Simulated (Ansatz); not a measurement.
# Electron scattering at the Σ5 (210) boundary in fcc Ni

Wanted: what the Σ5 (210) boundary in fcc Ni costs an interconnect.

Method: Ansatz plane-wave DFT, PBE, PAW files, collinear spin; relaxation of a bicrystal slab with its lowest layers held; PAW set soft_1, in the first sound run; inputs show where later runs differ, in Ansatz 0.2.0.

Report form: the programs' logs are mostly left out.

## (1) The starting structure

The cell holds 23 atoms: 23 Ni. Cell: a = 4.316 Å, b = 3.524 Å, c = 29.124 Å, α = 90.0°, β = 90.0°, γ = 65.9°. It derives from Ni. built on the (2 1 0) plane; 2 overlapping atoms removed and the grains opened by 0 Å. Vacuum lies along c.

## (2) Relaxing the bicrystal

The boundary is built by mirroring the lower grain in the boundary plane and removing any atoms that overlap. A thin bicrystal slab is relaxed first, with the lowest layers held and the upper grain free to shift and open.

input.yaml

```yaml
crystal:
  lattice:
    - [4.3160009268, 0.0, 0.0]
    - [1.4386669756, 3.2169571544, 0.0]
    - [0.0, 0.0, 29.1237781719]
  atoms:
    - { symbol: Ni, position: [0.0, 0.9999999999, 0.171681022], spin: 1.0 }
    - { symbol: Ni, position: [0.6, 0.6999999999, 0.1987376199], spin: 1.0 }
    - { symbol: Ni, position: [0.2, 0.4, 0.2257942178], spin: 1.0 }
    - { symbol: Ni, position: [0.8, 0.1, 0.2528508157], spin: 1.0 }
    - { symbol: Ni, position: [0.4, 0.8, 0.2799074136], spin: 1.0 }
    - { symbol: Ni, position: [0.0, 0.5, 0.3069640115], spin: 1.0 }
    - { symbol: Ni, position: [0.6, 0.2, 0.3340206094], spin: 1.0 }
    - { symbol: Ni, position: [0.2, 0.9, 0.3610772073], spin: 1.0 }
    - { symbol: Ni, position: [0.8, 0.6, 0.3881338052], spin: 1.0 }
    - { symbol: Ni, position: [0.4, 0.3, 0.4151904031], spin: 1.0 }
    - { symbol: Ni, position: [0.0, 0.0, 0.442247001], spin: 1.0 }
    - { symbol: Ni, position: [0.8, 0.6, 0.4963601968], spin: 1.0 }
    - { symbol: Ni, position: [0.2, 0.9, 0.5234167947], spin: 1.0 }
    - { symbol: Ni, position: [0.6, 0.2, 0.5504733926], spin: 1.0 }
    - { symbol: Ni, position: [0.0, 0.5, 0.5775299905], spin: 1.0 }
    - { symbol: Ni, position: [0.4, 0.8, 0.6045865883], spin: 1.0 }
    - { symbol: Ni, position: [0.8, 0.1, 0.6316431862], spin: 1.0 }
    - { symbol: Ni, position: [0.2, 0.4, 0.6586997841], spin: 1.0 }
    - { symbol: Ni, position: [0.6, 0.6999999999, 0.685756382], spin: 1.0 }
    - { symbol: Ni, position: [0.0, 0.9999999999, 0.7128129799], spin: 1.0 }
    - { symbol: Ni, position: [0.4, 0.2999999999, 0.7398695778], spin: 1.0 }
    - { symbol: Ni, position: [0.8, 0.5999999999, 0.7669261757], spin: 1.0 }
    - { symbol: Ni, position: [0.2, 0.8999999999, 0.7939827736], spin: 1.0 }
magnetization:
  spin_polarized: true
kpoints:
  mp_grid: { grid: [7, 7, 1] }
hamiltonian:
  xc: pbe
  pseudopotentials: { kind: paw, azcp: { folder: soft_1 } }
scf:
  occupations: { method: fermi_dirac, width: 0.1 }
relax:
  f_tol: 0.03
  max_steps: 80
  constraints: [{ sites: [0, 1, 2, 3] }]
```

The run is started by

```sh
$ ansatz run input.yaml --threads 4 --pin off --max-ram 15360MiB --backend cpu --events-out ev --progress --plain --runs-dir out
```

The job ended after 15 min (4 threads of Intel Xeon 6975P-C (Granite Rapids), shared host; peak memory 3.8 GiB; 59 min of CPU time).

The steps of the relaxation:

| step | energy less that of the first step (eV) | largest force component (eV/Å) |
| --- | --- | --- |
| 1 | 0.0000 | 0.8034 |
| 2 | -0.2425 | 0.5212 |
| 3 | -0.4541 | 0.2420 |
| 4 | -0.5738 | 0.1482 |
| 5 | -0.6225 | 0.0713 |
| 6 | -0.6408 | 0.0400 |
| 7 | -0.6556 | 0.0377 |
| 8 | -0.6641 | 0.1090 |
| 9 | -0.6662 | 0.0992 |
| 10 | -0.6670 | 0.0349 |
| 11 | -0.6673 | 0.0062 |

Forces are held to the 2 operations that the run works with; a distortion that breaks them can't arise in this run.

The atoms that moved most (Å):

| atom | dx | dy | dz | length |
| --- | --- | --- | --- | --- |
| Ni23 | -0.721 | 0.323 | -0.612 | 0.999 |
| Ni12 | -0.689 | 0.308 | -0.636 | 0.987 |
| Ni14 | -0.729 | 0.326 | -0.553 | 0.971 |
| Ni15 | -0.740 | 0.331 | -0.483 | 0.944 |
| Ni20 | -0.726 | 0.325 | -0.492 | 0.935 |
| Ni17 | -0.720 | 0.322 | -0.490 | 0.928 |
| Ni19 | -0.726 | 0.325 | -0.475 | 0.926 |
| Ni22 | -0.709 | 0.317 | -0.504 | 0.926 |

Numbers from this step:

- free energy: -134308.9326 eV
- energy at zero smearing: -134308.2836 eV
- Fermi energy: 9.449 eV
- magnetization: 15.04 μB
- absolute magnetization: 17.12 μB

The largest force component on a free atom ends at 0.0062 eV/Å, under the tolerance of 0.03, after 11 steps.

## (3) Transmission across the boundary

Bulk layers of each grain are laid under and over the relaxed boundary, and a lead is named in the middle of each, away from the free faces. The mesh across the current, 20×20, is finer than the density's, because channels open and close sharply across the zone. Energies from -0.1 to 0.1 eV in steps of 0.05 eV are too few for the program's thermal sum, so it prints no conductance; for a metal the transmission near the Fermi level serves, at a fraction of the cost.

This step: Ansatz plane-wave DFT, PBE, PAW files, collinear spin; ballistic transport by layer matching (Landauer), zero bias; boundary relaxed in a short slab, bulk layers laid on; PAW set soft_1 (Ansatz 0.2.0).

System of this step: Σ5 (210) boundary in fcc Ni. The cell holds 54 atoms: 54 Ni. Its edges and angles: a = 4.316 Å, b = 3.524 Å, c = 50.062 Å, α = 90.0°, β = 90.0°, γ = 65.9°. It derives from Ni. Regions: lower grain, 22 atoms (22 Ni); boundary, 14 atoms (14 Ni); upper grain, 18 atoms (18 Ni). Vacuum lies along c.

input.yaml

```yaml
crystal:
  lattice:
    - [4.3160009268, 0.0, 0.0]
    - [1.4386669756, 3.2169571544, 0.0]
    - [0.0, 0.0, 50.0617836676]
  atoms:
    - { symbol: Ni, position: [-17.4, 8.6999999999, 0.0799012681], spin: 1.0 }
    - { symbol: Ni, position: [-16.8, 8.3999999999, 0.0956416253], spin: 1.0 }
    - { symbol: Ni, position: [-16.2, 8.0999999999, 0.1113819825], spin: 1.0 }
    - { symbol: Ni, position: [-15.6, 7.7999999999, 0.1271223396], spin: 1.0 }
    - { symbol: Ni, position: [-15.0, 7.4999999999, 0.1428626968], spin: 1.0 }
    - { symbol: Ni, position: [-14.4, 7.1999999999, 0.158603054], spin: 1.0 }
    - { symbol: Ni, position: [-13.8, 6.8999999999, 0.1743434111], spin: 1.0 }
    - { symbol: Ni, position: [-13.2, 6.5999999999, 0.1900837683], spin: 1.0 }
[... 42 atom lines left out ...]
    - { symbol: Ni, position: [-13.4000638029, 6.7000319014, 0.8728776604], spin: 1.0 }
    - { symbol: Ni, position: [-14.0000638029, 7.0000319014, 0.8886180175], spin: 1.0 }
    - { symbol: Ni, position: [-14.6000638029, 7.3000319014, 0.9043583747], spin: 1.0 }
    - { symbol: Ni, position: [-15.2000638029, 7.6000319014, 0.9200987319], spin: 1.0 }
magnetization:
  spin_polarized: true
kpoints:
  mp_grid: { grid: [8, 8, 1] }
hamiltonian:
  xc: pbe
  pseudopotentials: { kind: paw, azcp: { folder: soft_1 } }
scf:
  occupations: { method: fermi_dirac, width: 0.1 }
output:
  transmission:
    leads: [[12, 13], [43, 44]]
    kmesh: [20, 20]
    e_range: [-0.1, 0.1]
    de: 0.05
  write_potential: true
  write_density: true
  volumetric_format: npy
  elf: true
```

It took 38 min on 4 threads; peak memory 9.7 GiB.

This step gave:

| Quantity | Value |
| --- | --- |
| free energy | -315341.1590 eV |
| energy at zero smearing | -315339.6688 eV |
| Fermi energy | 14.50 eV |
| magnetization | 34.87 μB |
| absolute magnetization | 39.66 μB |
| cell area | 13.88 Å² |
| transmission, spin up | 1.658 |
| transmission, spin down | 2.663 |
| open channels, spin up | 1.823 |
| open channels, upper lead, spin up | 1.823 |
| open channels, spin down | 4.78 |
| open channels, upper lead, spin down | 4.8 |
| step of the lead's potential | 4.7 meV |
| step of the upper lead's potential | 4.8 meV |

Per spin. The transmission, zone mean by energy, zero at the Fermi level:

| energy (eV) | T up | T down |
| --- | --- | --- |
| -0.1000 | 1.60 | 2.46 |
| -0.0500 | 1.62 | 2.59 |
| 0.0000 | 1.66 | 2.66 |
| 0.0500 | 1.68 | 2.65 |
| 0.1000 | 1.70 | 2.59 |

Per spin. Table of open channels, zone mean by energy, zero at the Fermi level:

| energy (eV) | lead up | upper lead up | lead down | upper lead down |
| --- | --- | --- | --- | --- |
| -0.1000 | 1.72 | 1.72 | 4.54 | 4.54 |
| -0.0500 | 1.75 | 1.75 | 4.68 | 4.68 |
| 0.0000 | 1.82 | 1.82 | 4.78 | 4.8 |
| 0.0500 | 1.83 | 1.83 | 4.79 | 4.8 |
| 0.1000 | 1.85 | 1.85 | 4.93 | 4.93 |

Transmission over k1 and k2. At 0.0000 eV from the Fermi level, spin up.

Ten even steps from '0' (0.93) to '9' (2.82):
```
76899998675454004545
88999998844000000044
99999999500000000005
89999985000000000005
57997550000000000005
55555540000000000045
55555510000000000155
55555400000000000455
55555400000000004555
55554300000000034555
55554000000000045555
55540000000000045555
55510000000000155555
55400000000000455555
55000000000000557997
85000000000005899999
95000000000059999999
84400000004488999998
75454004545768999986
06899999860689999986
```
Columns: k1 (b1) from -0.5 to 0.45; rows upwards: k2 (b2) from -0.5 to 0.45.

Open channels over k1 and k2. At 0.0000 eV from the Fermi level, spin up.

Values, 12 rows by 16 columns, each cell a mean:
```
3.00 3.00 3.00 3.00 3.00 3.00 3.00 2.68 2.40 1.60 1.60 1.12 1.12 1.60 1.84 2.48
3.00 3.00 3.00 3.00 3.00 2.92 2.32 1.36 1.16 1.00 1.00 1.00 1.00 1.00 1.12 1.84
2.52 3.00 3.00 3.00 2.40 2.00 1.16 1.00 1.00 1.00 1.00 1.00 1.00 1.00 1.00 1.80
2.00 2.00 2.00 2.00 2.00 1.60 1.00 1.00 1.00 1.00 1.00 1.00 1.00 1.16 1.76 2.00
2.00 2.00 2.00 2.00 2.00 1.60 1.00 1.00 1.00 1.00 1.00 1.00 1.32 1.88 2.00 2.00
2.00 2.00 2.00 2.00 1.88 1.24 1.00 1.00 1.00 1.00 1.00 1.00 2.00 2.00 2.00 2.00
2.00 2.00 2.00 2.00 1.48 1.00 1.00 1.00 1.00 1.00 1.00 1.80 2.00 2.00 2.00 2.00
2.00 2.00 1.88 1.32 1.00 1.00 1.00 1.00 1.00 1.00 1.00 1.80 2.00 2.00 2.00 2.00
2.00 1.76 1.16 1.00 1.00 1.00 1.00 1.00 1.00 1.00 1.00 1.80 2.12 2.60 2.60 2.60
2.80 1.60 1.00 1.00 1.00 1.00 1.00 1.00 1.00 1.16 2.00 2.88 3.00 3.00 3.00 3.00
2.84 2.04 1.44 1.20 1.00 1.08 1.20 1.20 2.00 2.32 2.92 3.00 3.00 3.00 3.00 3.00
2.52 2.84 2.60 2.60 2.20 2.36 2.60 2.60 2.52 3.00 3.00 3.00 3.00 3.00 3.00 3.00
```
Columns: k1 (b1) from -0.5 to 0.45; rows upwards: k2 (b2) from -0.5 to 0.45.

Transmission over k1 and k2. At 0.0000 eV from the Fermi level, spin down.

Ten even steps from '0' (0.92) to '9' (5.26):
```
55444444554333443334
55455545543334343334
66666666533332233335
77666774423323233244
33333321100100100112
26762223222000222322
56654332222002222334
67653322333333322335
99853313435534313358
99832244345434422389
98533134355343133589
65332233333332233567
54332222002222334566
22232220002223222676
32110010010011233333
74423323233244776667
65333322333356666666
54333434333455455545
54333443334554444445
44234543244423454324
```
Columns: k1 (b1) from -0.5 to 0.45; rows upwards: k2 (b2) from -0.5 to 0.45.

Open channels over k1 and k2. At 0.0000 eV from the Fermi level, spin down.

Values, 12 rows by 16 columns, each cell a mean:
```
5.00 5.00 5.60 5.52 5.44 5.36 5.00 5.32 5.48 5.00 5.00 5.80 5.48 5.00 5.00 5.80
5.80 5.80 5.92 6.00 5.96 5.72 5.36 5.04 5.00 4.92 4.44 4.36 5.00 4.92 5.04 5.20
5.40 5.16 4.80 5.28 5.52 5.60 4.88 4.16 3.80 3.40 2.80 3.28 3.92 4.24 4.84 5.56
4.92 5.64 5.64 4.28 4.00 3.84 3.24 3.00 2.80 2.00 2.24 2.88 3.00 3.40 4.00 4.00
7.12 7.36 6.04 4.28 3.84 3.20 3.68 4.00 4.40 4.64 3.92 3.84 3.04 3.52 4.24 5.20
8.00 8.00 6.44 4.28 4.04 4.36 4.84 5.00 5.88 5.24 5.00 4.68 3.68 4.24 6.16 7.84
7.44 6.16 4.48 3.68 3.20 4.24 4.60 5.72 5.08 4.60 4.00 3.12 4.00 4.64 6.80 7.92
5.48 4.12 4.00 3.20 3.04 3.12 2.64 2.72 3.20 3.20 3.20 3.68 4.00 4.64 5.96 6.20
4.72 4.96 4.24 3.68 3.00 2.60 2.00 2.48 3.12 3.60 4.20 5.08 4.60 4.52 4.64 4.96
5.80 5.24 4.88 4.88 4.80 4.00 4.24 4.88 4.88 4.88 5.48 5.88 6.00 6.00 6.00 6.00
5.32 5.48 5.00 5.00 5.28 5.28 4.92 5.00 5.28 5.36 5.12 5.36 5.80 5.88 5.52 5.20
5.56 5.00 4.76 5.48 6.00 5.60 4.64 4.88 5.80 4.76 4.76 5.80 5.60 5.52 4.80 4.88
```
Columns: k1 (b1) from -0.5 to 0.45; rows upwards: k2 (b2) from -0.5 to 0.45.

Spin density in the cb plane at fractional x = 0.000, with atoms of Ni within 0.2 Å of it.

Ten even steps from '0' (0.0 e/Å³) to '9' (2.3 e/Å³), each cell a mean:
```
00000015200000000000000000003410000000000000
00000000000000000000000000000000000000000000
00000000000000000000000000000000000000000000
00000000000000000251000000000000000000000000
00000000000000000492000000000000000000000000
00000000000000000010000000000000000000000000
00000000000000000000000000000000000000000000
00000001000000000000000000001100000000000000
00000029400000000000000000006810000000000000
```
Columns run along c (16.0 Å, from fractional 0.68 to 1.00 of the cell), rows up along b (3.5 Å). Atoms in or near the plane, at fractional coordinates: Ni at (0.73, 0.00), Ni at (0.81, 0.50), Ni at (0.89, 0.00).

Electrostatic potential energy in the cb plane at fractional x = 0.000, with atoms of Ni within 0.2 Å of it. With pseudopotentials it is smooth inside the atoms' cores, unlike the true potential.

Ten even steps from '0' (-8 eV) to '9' (19 eV), each cell a mean:
```
32587227317862268999852378505604899999999999
77788610058877788778877788730027899999999999
88777877788777885001688777887788777899999999
87325899986236861471278523789987424799999999
86213799985116860794177412689987213789999999
87546888887557872020488645788888646899999999
87788753478877887435788778864368888999999999
54688402027875578888864578611106899999999999
11487149606861158999731278418923899999999999
```
Columns run along c (16.0 Å, from fractional 0.68 to 1.00 of the cell; values clipped at the 3rd and 97th percentile), rows up along b (3.5 Å). Atoms in or near the plane, at fractional coordinates: Ni at (0.73, 0.00), Ni at (0.81, 0.50), Ni at (0.89, 0.00).

Valence density in the cb plane at fractional x = 0.000, with atoms of Ni within 0.2 Å of it. It is the smooth field of the valence electrons, not physical close to the nuclei.

Ten steps, logarithmic in the rise over the least value, from '0' (0 e/Å³) to '9' (49 e/Å³), each cell a mean:
```
11111268731011110000111110148851000000000000
11100123311011110111111110113321000000000000
01111111101111011332100111111110110000000000
01111100001111013786211111100001111000000000
01121100001221014897211122100001121000000000
01111000001111012564110111100001111000000000
11111111111111111111111111111110000000000000
11101146521011110000011110135631000000000000
22111279841012210000112110159961000000000000
```
Columns run along c (16.0 Å, from fractional 0.68 to 1.00 of the cell), rows up along b (3.5 Å). Atoms in or near the plane, at fractional coordinates: Ni at (0.73, 0.00), Ni at (0.81, 0.50), Ni at (0.89, 0.00).

Nearest the Fermi level spin up passes 1.66 of 1.82 channels of the lower lead and spin down 2.66 of 4.78.

## (4) Specific resistance

This step: Ansatz plane-wave DFT, PBE, PAW files, collinear spin; ballistic transport by layer matching (Landauer), zero bias; specific resistance of the boundary; PAW set soft_1 (Ansatz 0.2.0).

This step gave:

```yaml
area_resistance: 0.1369 fΩ m²
t_over_the_leads_mean_channel_count: 0.6484
spin_asymmetry_gamma: 0.5639 (R down - R up) / (R down + R up)
```

Averaged over the energies near the Fermi level, 64.8 % of the channels pass, which makes 0.137 fΩ m².

By hand, with means over the energies near the Fermi level: RA per spin = A (h/e²)(1/T − ½[1/N₁ + 1/N₂]); spin up: 13.88×10⁻²⁰ m² × 25 813 Ω × (1/1.652 − ½[1/1.796 + 1/1.796]) = 0.175 fΩ m²; spin down: 13.88×10⁻²⁰ m² × 25 813 Ω × (1/2.592 − ½[1/4.745 + 1/4.751]) = 0.628 fΩ m². The spins conduct in parallel, so 1/RA = 1/0.175 + 1/0.628 and RA = 0.137 fΩ m²; γ = (0.628 − 0.175)/(0.628 + 0.175) = 0.56.

(Continued in part 2 of 2.)

[Logs are printed without paths, hosts, clocks, repeated set-up lines and the standing remarks that a program may print on its own settings, such as how far it seeks lower states.]

[Hosts, paths, dates, database ids (printed as entryN), source tags and the programs' standing remarks are cut or masked in the printed files.]
